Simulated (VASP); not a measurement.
# SiC (Moissanite 3C): relaxation of cell and atoms with LDA

SiC (Moissanite 3C):

```xyz
2
Lattice="0.0000 2.1653 2.1653 2.1653 0.0000 2.1653 2.1653 2.1653 0.0000" Properties=species:S:1:pos:R:3 pbc="T T T"
Si    0.0000    0.0000    0.0000
C     1.0826    1.0826    1.0826
```

- Program: VASP 6.6.1
- Task: relaxation of cell and atoms
- Functional: LDA
- Potentials or basis: VASP PAW LDA potentials, release 64 (Si, C)
- Cutoff: 600 eV
- k mesh: 10 × 10 × 10
- Occupations: gaussian, width 0.03 eV
- Spin: no spin polarisation
- Further INCAR settings: ALGO = Normal; EDIFF = 1e-07; IBRION = 2; EDIFFG = -0.005; NSW = 90; ISIF = 3

```yaml
Pressure_after_relaxing: 0.0 GPa
Band_gap_on_the_k_mesh: 1.29 eV, indirect (least direct gap 4.52 eV)
```

Final structure:
```
Si C
1.0
     0.00000    2.16528    2.16528
     2.16528    0.00000    2.16528
     2.16528    2.16528    0.00000
Si C
1 1
Direct
  0.00000 0.00000 0.00000
  0.25000 0.25000 0.25000
```

Levels at points of the mesh, in eV from the valence-band top:
| k point | band 1 | band 2 | band 3 | band 4 | band 5 | band 6 | band 7 | band 8 |
| --- | --- | --- | --- | --- | --- | --- | --- | --- |
| (0.00, 0.00, 0.00) | -15.46 | 0.00 | 0.00 | 0.00 | 6.52 | 7.32 | 7.32 | 7.32 |
| (0.50, 0.00, 0.00) | -11.77 | -8.66 | -1.06 | -1.06 | 5.56 | 7.21 | 7.21 | 10.02 |
| (0.50, 0.50, 0.00) | -10.27 | -7.87 | -3.23 | -3.23 | 1.29 | 4.26 | 14.05 | 14.05 |

Run time: 4.4 s on 1 thread of Intel(R) Xeon(R) 6975P-C (Granite Rapids), with other jobs on the host, peak memory 0.12 GiB.

Caveat: the relaxation stopped at its first step, so nothing moved. A k mesh can miss the band edges.
